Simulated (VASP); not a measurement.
# P in VASP: further runs, part 2 of 2

VASP 6.6.1. The steps go on from the part before.

## 3. Relaxation of cell and atoms, PBE+D3(BJ)

This run uses another cell than the first one, of 45.33 Å³/atom, 0.984 times its volume.

INCAR

```
PREC = Accurate
ENCUT = 600
EDIFF = 1E-7
ISMEAR = 0
SIGMA = 0.03
LREAL = F
LASPH = T
NELM = 80
ALGO = Normal
ISIF = 3
LWAVE = F
LCHARG = F
GGA = PE
IVDW = 12
IBRION = 2
NSW = 90
EDIFFG = -0.005
LATTICE_CONSTRAINTS = .TRUE. .TRUE. .FALSE.
KPAR = 4
```

KPOINTS

```
Automatic mesh
0
Gamma
  10 8 1
```

POSCAR

```
P                                       
1.0
    3.3024868938     -0.0000000000      0.0000000000
   -0.0000000000      4.3277277776      0.0000000000
    0.0000000000      0.0000000000     25.3727681600
  P             
     8
Direct
     0.0000000000000000    0.5789838901879407    0.3574709538433257
     0.5000000000000000    0.9210161098120593    0.3574709538433257
     0.5000000000000000    0.0783940125487316    0.4416688267852595
     0.0000000000000000    0.4216059874512684    0.4416688267852595
     0.5000000000000000    0.5783940125487316    0.5583311732147406
     0.0000000000000000    0.9216059874512684    0.5583311732147406
     0.0000000000000000    0.0789838901879410    0.6425290461566741
     0.5000000000000000    0.4210161098120589    0.6425290461566741
```

Potentials or basis: VASP PAW PBE potentials, release 64 (P).

Run with:

```
$ cat potpaw_PBE.64/P/POTCAR > POTCAR
$ mpirun -np 4 vasp_std > vasp.out
```

OUTCAR:

```text
PREC = Accurate
   ENCUT = 600
   EDIFF = 1E-7
   ISMEAR = 0
   LREAL = F
   LASPH = T
   NELM = 80
   ISIF = 3
   GGA = PE
   IVDW = 12
   IBRION = 2
   NSW = 90
   EDIFFG = -0.005
 IVDW          = 12

 ion  position               nearest neighbor table
   1  0.000  0.579  0.357-   2 2.22   2 2.22   4 2.24
   2  0.500  0.921  0.357-   1 2.22   1 2.22   3 2.24
   3  0.500  0.078  0.442-   4 2.22   4 2.22   2 2.24
   4  0.000  0.422  0.442-   3 2.22   3 2.22   1 2.24
   5  0.500  0.578  0.558-   6 2.22   6 2.22   8 2.24
   6  0.000  0.922  0.558-   5 2.22   5 2.22   7 2.24
   7  0.000  0.079  0.643-   8 2.22   8 2.22   6 2.24
   8  0.500  0.421  0.643-   7 2.22   7 2.22   5 2.24

  LATTYP: Found a simple orthorhombic cell.
 ALAT       =     3.3024868938
 B/A-ratio  =     1.3104451030
 C/A-ratio  =     7.6829277378

  Lattice vectors:

 A1 = (   3.3024868938,   0.0000000000,   0.0000000000)
 A2 = (   0.0000000000,   4.3277277776,   0.0000000000)
 A3 = (   0.0000000000,   0.0000000000,  25.3727681600)
[... 253 lines left out ...]
 fundamental gap:      0.1411238353
 Fermi energy:         0.2711562867

 k-point     1 :       0.0000    0.0000    0.0000
  band No.  band energies     occupation
      1     -15.6516      2.00000
      2     -15.4869      2.00000
      3     -13.0808      2.00000
      4     -12.6999      2.00000
      5      -9.2336      2.00000
      6      -9.1400      2.00000
[... 661 lines left out ...]
     24       2.2327      0.00000
     25       3.2655      0.00000

 [... further k-points ...]

------------------------ aborting loop because EDIFF is reached ----------------------------------------

 Edisp (eV)   -2.52824

 E8    (eV) :    -0.9917

  FORCE on cell =-STRESS in cart. coord.  units (eV):
  Direction    XX          YY          ZZ          XY          YZ          ZX
  --------------------------------------------------------------------------------------
  -------------------------------------------------------------------------------------
  Total      -0.00715     0.00380    -0.01185     0.00000     0.00000     0.00000
  in kB      -0.03160     0.01679    -0.05233     0.00000     0.00000     0.00000
  external pressure =       -0.02 kB  Pullay stress =        0.00 kB

 VOLUME and BASIS-vectors are now :
 -----------------------------------------------------------------------------
  energy-cutoff  :      600.00
  volume of cell :      362.66
      direct lattice vectors                 reciprocal lattice vectors
     3.302450577  0.000000000  0.000000000     0.302805440 -0.000000000  0.000000000
     0.000000000  4.328091148  0.000000000    -0.000000000  0.231048739  0.000000000
     0.000000000  0.000000000 25.372768160     0.000000000  0.000000000  0.039412333

 POSITION                                       TOTAL-FORCE (eV/Angst)
 -----------------------------------------------------------------------------------
      3.30245      2.50606      9.06977        -0.000000     -0.000138     -0.000924
      1.65123      3.98608      9.06977         0.000000      0.000138     -0.000924
      1.65123      0.33921     11.20662         0.000000      0.000753      0.000673
      3.30245      1.82484     11.20662        -0.000000     -0.000753      0.000673
      1.65123      2.50326     14.16615         0.000000      0.000753     -0.000673
      3.30245      3.98888     14.16615        -0.000000     -0.000753     -0.000673
      3.30245      0.34201     16.30300        -0.000000     -0.000138      0.000924
      1.65123      1.82204     16.30300         0.000000      0.000138      0.000924
 -----------------------------------------------------------------------------------
    total drift:                               -0.000000      0.000000     -0.000000

  FREE ENERGIE OF THE ION-ELECTRON SYSTEM (eV)
  ---------------------------------------------------
  free  energy   TOTEN  =       -45.3779233204 eV

  energy  without entropy=      -45.3779216460  energy(sigma->0) =      -45.37792248

 reached required accuracy - stopping structural energy minimisation
```

OSZICAR:

```text
N       E                     dE             d eps       ncg     rms          rms(c)
DAV:   1     0.289430531068E+03    0.28943E+03   -0.15580E+04  1500   0.137E+03
DAV:   2    -0.108636005694E+02   -0.30029E+03   -0.29437E+03  2245   0.228E+02
DAV:   3    -0.422000810953E+02   -0.31336E+02   -0.31160E+02  1780   0.804E+01
[... 24 lines left out ...]
DAV:   1    -0.428496854054E+02   -0.27457E-03   -0.51756E-04  1632   0.104E-01    0.145E-02
DAV:   2    -0.428496881842E+02   -0.27788E-05   -0.35046E-05  2024   0.317E-02    0.504E-03
DAV:   3    -0.428496878720E+02    0.31222E-06   -0.13024E-06  2216   0.652E-03    0.359E-03
DAV:   4    -0.428496876340E+02    0.23808E-06   -0.48995E-07  1736   0.336E-03    0.917E-04
DAV:   5    -0.428496875919E+02    0.42039E-07   -0.91180E-08  1027   0.163E-03
   2 F= -.45377923E+02 E0= -.45377922E+02  d E =-.767326E-05
```

Wall time 4.2 min (4 MPI ranks of Intel Xeon Platinum 8488C (Sapphire Rapids), shared host); peak memory 0.62 GiB.

What came out:

* Free energy: -45.3779 eV
* Energy gained by relaxing: 0.0 meV/atom
* Ionic steps: 2
* Band gap on the k mesh: 0.14 eV, direct
* Dispersion energy per atom: -0.316 eV

Final structure:
```xyz
8
Lattice="3.3025 0.0000 0.0000 0.0000 4.3281 0.0000 0.0000 0.0000 25.3728" Properties=species:S:1:pos:R:3 pbc="T T T"
P     3.3025    2.5061    9.0698
P     1.6512    3.9861    9.0698
P     1.6512    0.3392   11.2066
P     3.3025    1.8248   11.2066
P     1.6512    2.5033   14.1662
P     3.3025    3.9889   14.1662
P     3.3025    0.3420   16.3030
P     1.6512    1.8220   16.3030
```

## 4. Relaxation of cell and atoms, PBE+D3(BJ)

INCAR

```
ALGO = Normal
EDIFF = 1E-6
EDIFFG = -0.01
ENCUT = 600
GGA = PE
IBRION = 2
ISIF = 3
ISMEAR = 0
IVDW = 12
KPAR = 4
LASPH = T
LATTICE_CONSTRAINTS = .TRUE. .TRUE. .FALSE.
LCHARG = F
LREAL = F
LWAVE = F
NELM = 80
NSW = 90
PREC = Accurate
SIGMA = 0.03
```

KPOINTS

```
k-points
0
Gamma
  10 8 1
```

POSCAR

```
P
1.0
    3.3164000000      0.0000000000      0.0000000000
    0.0000000000      4.3793000000      0.0000000000
    0.0000000000      0.0000000000     25.3727681600
P
8
Direct
    0.0000000000      0.5806800000      0.3547110000
    0.5000000000      0.9193200000      0.3547110000
    0.5000000000      0.0806800000      0.4386895500
    0.0000000000      0.4193200000      0.4386895500
    0.5000000000      0.5806800000      0.5613104500
    0.0000000000      0.9193200000      0.5613104500
    0.0000000000      0.0806800000      0.6452890000
    0.5000000000      0.4193200000      0.6452890000
```

Run with:

```
$ cat potpaw_PBE.64/P/POTCAR > POTCAR
$ mpirun -np 4 vasp_std > vasp.out
```

It took 13 min on 4 MPI ranks of Intel Xeon 6975P-C (Granite Rapids), shared host; peak memory 0.67 GiB.

Results (log left out):

```
Free energy                            : -45.3781 eV
Relaxed volume                         : 45.33 Å³/atom
Relaxed cell                           : a = 3.302 Å, b = 4.328 Å, c = 25.373 Å, α = 90.00°, β = 90.00°, γ = 90.00°
Space group after relaxing (to 0.05 Å) : Pbcm (No. 57)
Energy gained by relaxing              : 2.1 meV/atom
Ionic steps                            : 21
Largest force after relaxing           : 0.006 eV/Å
Band gap on the k mesh                 : 0.14 eV, direct
Dispersion energy per atom             : -0.316 eV
```

Forces on the atoms (eV/Å):
```
P    0.000  0.003 -0.005
P    0.000 -0.003 -0.005
P    0.000 -0.002  0.006
P    0.000  0.002  0.006
P    0.000 -0.002 -0.006
P    0.000  0.002 -0.006
P    0.000  0.003  0.005
P    0.000 -0.003  0.005
```

Step by step:
| step | energy change (eV) | largest force (eV/Å) | pressure (GPa) | volume (Å³) |
| --- | --- | --- | --- | --- |
| 1 | 0.0000 | 0.0448 | -0.38 | 368.50 |
| 2 | -0.0042 | 0.1081 | 0.08 | 364.02 |
| 3 | -0.0051 | 0.0866 | -0.07 | 365.35 |
| 4 | -0.0064 | 0.0460 | -0.08 | 364.89 |
| 5 | -0.0065 | 0.0497 | -0.09 | 364.72 |
| 6 | -0.0075 | 0.0346 | -0.10 | 364.30 |
| 7 | -0.0094 | 0.0658 | -0.13 | 363.03 |
| 8 | -0.0083 | 0.1318 | -0.18 | 360.49 |
| 9 | -0.0097 | 0.0897 | -0.15 | 362.16 |
| 10 | -0.0105 | 0.0772 | -0.14 | 361.91 |
| 11 | -0.0119 | 0.0394 | -0.09 | 361.17 |
| 12 | -0.0120 | 0.0443 | -0.08 | 360.95 |
| 13 | -0.0126 | 0.0300 | -0.04 | 360.80 |
| 14 | -0.0132 | 0.0584 | 0.06 | 360.41 |
| 15 | -0.0135 | 0.0564 | 0.05 | 360.54 |
| 16 | -0.0143 | 0.0511 | 0.03 | 360.93 |
| 17 | -0.0154 | 0.0766 | 0.00 | 361.70 |
| 18 | -0.0155 | 0.1289 | -0.07 | 363.25 |
| 19 | -0.0158 | 0.1032 | -0.03 | 362.49 |
| 20 | -0.0168 | 0.0514 | -0.01 | 362.57 |
| 21 | -0.0171 | 0.0062 | 0.01 | 362.63 |

Final structure:
```
P
1.0
     3.30249    0.00000    0.00000
     0.00000    4.32773    0.00000
     0.00000    0.00000   25.37277
P
8
Direct
  0.00000 0.57898 0.35747
  0.50000 0.92102 0.35747
  0.50000 0.07839 0.44167
  0.00000 0.42161 0.44167
  0.50000 0.57839 0.55833
  0.00000 0.92161 0.55833
  0.00000 0.07898 0.64253
  0.50000 0.42102 0.64253
```

Levels at points of the mesh, in eV from the valence-band top:
```
           k point  band 17  band 18  band 19  band 20  band 21  band 22  band 23  band 24
(0.00, 0.00, 0.00)    -2.26    -2.23    -0.98     0.00     0.14     0.80     0.81     1.11
(0.50, 0.00, 0.00)    -2.79    -2.79    -2.42    -2.42     0.78     0.78     0.86     0.86
(0.00, 0.50, 0.00)    -1.46    -1.46    -1.21    -1.21     1.52     1.52     1.58     1.58
(0.50, 0.50, 0.00)    -2.04    -2.04    -2.04    -2.04     1.97     1.97     1.97     1.97
```

## 5. Relaxation of cell and atoms, PBE+D3(BJ)

This run uses another cell than the first one, of 45.33 Å³/atom, 0.984 times its volume.

INCAR, as its differences from that of step 4:

```diff
@@ -1,4 +1,4 @@
 ALGO = Normal
-EDIFF = 1E-6
-EDIFFG = -0.01
+EDIFF = 1E-7
+EDIFFG = -0.005
 ENCUT = 600
```

KPOINTS is that of step 4.

POSCAR

```
P                                       
1.0
    3.3024868938     -0.0000000000      0.0000000000
   -0.0000000000      4.3277277776      0.0000000000
    0.0000000000      0.0000000000     25.3727681600
  P             
     8
Direct
     0.0000000000000000    0.5789838901879407    0.3574709538433257
     0.5000000000000000    0.9210161098120593    0.3574709538433257
     0.5000000000000000    0.0783940125487316    0.4416688267852595
     0.0000000000000000    0.4216059874512684    0.4416688267852595
     0.5000000000000000    0.5783940125487316    0.5583311732147406
     0.0000000000000000    0.9216059874512684    0.5583311732147406
     0.0000000000000000    0.0789838901879410    0.6425290461566741
     0.5000000000000000    0.4210161098120589    0.6425290461566741
```

Potentials or basis: VASP PAW PBE potentials, release 64 (P).

Run with:

```
$ cat potpaw_PBE.64/P/POTCAR > POTCAR
$ mpirun -np 4 vasp_std > vasp.out
```

OUTCAR:

```text
EDIFF = 1E-7
   EDIFFG = -0.005
   ENCUT = 600
   GGA = PE
   IBRION = 2
   ISIF = 3
   ISMEAR = 0
   IVDW = 12
   LASPH = T
   LREAL = F
   NELM = 80
   NSW = 90
   PREC = Accurate
 IVDW          = 12

 ion  position               nearest neighbor table
   1  0.000  0.579  0.357-   2 2.22   2 2.22   4 2.24
   2  0.500  0.921  0.357-   1 2.22   1 2.22   3 2.24
   3  0.500  0.078  0.442-   4 2.22   4 2.22   2 2.24
   4  0.000  0.422  0.442-   3 2.22   3 2.22   1 2.24
   5  0.500  0.578  0.558-   6 2.22   6 2.22   8 2.24
   6  0.000  0.922  0.558-   5 2.22   5 2.22   7 2.24
   7  0.000  0.079  0.643-   8 2.22   8 2.22   6 2.24
[... 953 lines left out ...]
  in kB      -0.03160     0.01679    -0.05233     0.00000     0.00000     0.00000
  external pressure =       -0.02 kB  Pullay stress =        0.00 kB

 VOLUME and BASIS-vectors are now :
 -----------------------------------------------------------------------------
  energy-cutoff  :      600.00
  volume of cell :      362.66
      direct lattice vectors                 reciprocal lattice vectors
     3.302450577  0.000000000  0.000000000     0.302805440 -0.000000000  0.000000000
     0.000000000  4.328091148  0.000000000    -0.000000000  0.231048739  0.000000000
     0.000000000  0.000000000 25.372768160     0.000000000  0.000000000  0.039412333

 POSITION                                       TOTAL-FORCE (eV/Angst)
 -----------------------------------------------------------------------------------
      3.30245      2.50606      9.06977        -0.000000     -0.000138     -0.000924
      1.65123      3.98608      9.06977         0.000000      0.000138     -0.000924
      1.65123      0.33921     11.20662         0.000000      0.000753      0.000673
      3.30245      1.82484     11.20662        -0.000000     -0.000753      0.000673
      1.65123      2.50326     14.16615         0.000000      0.000753     -0.000673
      3.30245      3.98888     14.16615        -0.000000     -0.000753     -0.000673
      3.30245      0.34201     16.30300        -0.000000     -0.000138      0.000924
      1.65123      1.82204     16.30300         0.000000      0.000138      0.000924
 -----------------------------------------------------------------------------------
    total drift:                               -0.000000      0.000000     -0.000000

  FREE ENERGIE OF THE ION-ELECTRON SYSTEM (eV)
  ---------------------------------------------------
  free  energy   TOTEN  =       -45.3779233204 eV

  energy  without entropy=      -45.3779216460  energy(sigma->0) =      -45.37792248

 reached required accuracy - stopping structural energy minimisation
```

OSZICAR:

```text
N       E                     dE             d eps       ncg     rms          rms(c)
DAV:   1     0.289430531068E+03    0.28943E+03   -0.15580E+04  1500   0.137E+03
DAV:   2    -0.108636005694E+02   -0.30029E+03   -0.29437E+03  2245   0.228E+02
DAV:   3    -0.422000810953E+02   -0.31336E+02   -0.31160E+02  1780   0.804E+01
[... 24 lines left out ...]
DAV:   1    -0.428496854054E+02   -0.27457E-03   -0.51756E-04  1632   0.104E-01    0.145E-02
DAV:   2    -0.428496881842E+02   -0.27788E-05   -0.35046E-05  2024   0.317E-02    0.504E-03
DAV:   3    -0.428496878720E+02    0.31222E-06   -0.13024E-06  2216   0.652E-03    0.359E-03
DAV:   4    -0.428496876340E+02    0.23808E-06   -0.48995E-07  1736   0.336E-03    0.917E-04
DAV:   5    -0.428496875919E+02    0.42039E-07   -0.91180E-08  1027   0.163E-03
   2 F= -.45377923E+02 E0= -.45377922E+02  d E =-.767326E-05
```

CONTCAR:

```text
P
   1.00000000000000
     3.3024505769632544    0.0000000000000000    0.0000000000000000
     0.0000000000000000    4.3280911477425370    0.0000000000000000
     0.0000000000000000    0.0000000000000000   25.3727681599999997
  P
     8
Direct
     1.0000000000000000    0.5790209307519741    0.3574607572485388
     0.5000000000000000    0.9209790692480259    0.3574607572485388
     0.5000000000000000    0.0783740101432068    0.4416788812404545
     1.0000000000000000    0.4216259898567932    0.4416788812404545
     0.5000000000000000    0.5783740101432069    0.5583211187595455
     1.0000000000000000    0.9216259898567931    0.5583211187595455
     1.0000000000000000    0.0790209307519742    0.6425392427514612
     0.5000000000000000    0.4209790692480258    0.6425392427514612

  0.00000000E+00  0.00000000E+00  0.00000000E+00
  0.00000000E+00  0.00000000E+00  0.00000000E+00
  0.00000000E+00  0.00000000E+00  0.00000000E+00
  0.00000000E+00  0.00000000E+00  0.00000000E+00
  0.00000000E+00  0.00000000E+00  0.00000000E+00
  0.00000000E+00  0.00000000E+00  0.00000000E+00
  0.00000000E+00  0.00000000E+00  0.00000000E+00
  0.00000000E+00  0.00000000E+00  0.00000000E+00
```

Wall time 2.4 min (4 MPI ranks of Intel Xeon 6975P-C (Granite Rapids), shared host); peak memory 0.63 GiB.

What came out:

| Item | Value |
| --- | --- |
| Free energy | -45.3779 eV |
| Energy gained by relaxing | 0.0 meV/atom |
| Ionic steps | 2 |
| Band gap on the k mesh | 0.14 eV, direct |
| Dispersion energy per atom | -0.316 eV |

Final structure:
```xyz
8
Lattice="3.3025 0.0000 0.0000 0.0000 4.3281 0.0000 0.0000 0.0000 25.3728" Properties=species:S:1:pos:R:3 pbc="T T T"
P     3.3025    2.5061    9.0698
P     1.6512    3.9861    9.0698
P     1.6512    0.3392   11.2066
P     3.3025    1.8248   11.2066
P     1.6512    2.5033   14.1662
P     3.3025    3.9889   14.1662
P     3.3025    0.3420   16.3030
P     1.6512    1.8220   16.3030
```

Levels at points of the mesh, in eV from the valence-band top:
| k point | band 16 | band 17 | band 18 | band 19 | band 20 | band 21 | band 22 | band 23 | band 24 | band 25 |
| --- | --- | --- | --- | --- | --- | --- | --- | --- | --- | --- |
| (0.00, 0.00, 0.00) | -2.44 | -2.27 | -2.23 | -0.98 | 0.00 | 0.14 | 0.81 | 0.81 | 1.11 | 2.11 |
| (0.50, 0.00, 0.00) | -3.28 | -2.79 | -2.79 | -2.42 | -2.42 | 0.78 | 0.78 | 0.86 | 0.86 | 1.17 |
| (0.00, 0.50, 0.00) | -3.09 | -1.46 | -1.46 | -1.21 | -1.21 | 1.52 | 1.52 | 1.58 | 1.58 | 2.65 |
| (0.50, 0.50, 0.00) | -5.35 | -2.04 | -2.04 | -2.04 | -2.04 | 1.96 | 1.96 | 1.96 | 1.96 | 4.11 |
